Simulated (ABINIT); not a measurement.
HfN:

```
Hf N
1.0
     0.00000    2.25600    2.25600
     2.25600    0.00000    2.25600
     2.25600    2.25600    0.00000
Hf N
1 1
Direct
  0.00000 0.00000 0.00000
  0.50000 0.50000 0.50000
```

Program: ABINIT 10.8.3 (patched build). Alike in all runs: no spin polarisation; cell as given; smearing fermi-dirac 0.05 eV. Hardware: 1 thread of Arm Neoverse V2 (shared host).

Task: Order these runs on this cell by their wall time, lowest first.
A. task band structure; level revPBE; potentials or basis JTH PAW PBE v2.0; k mesh 10 × 10 × 10; cutoff (eV) 707; fine-grid cutoff 1306.15 eV
B. task single point; level LDA; potentials or basis JTH PAW LDA v2.0; k mesh 8 × 8 × 8; cutoff (eV) 680; fine-grid cutoff 1278.94 eV
C. task band structure; level r2SCAN; potentials or basis JTH PAW PBE v2.0; k mesh 10 × 10 × 10; cutoff (eV) 844; fine-grid cutoff 1442.2 eV

Result: B (12 s), A (52 s), C (270 s).

Runs at the PBE level aren't shown here.
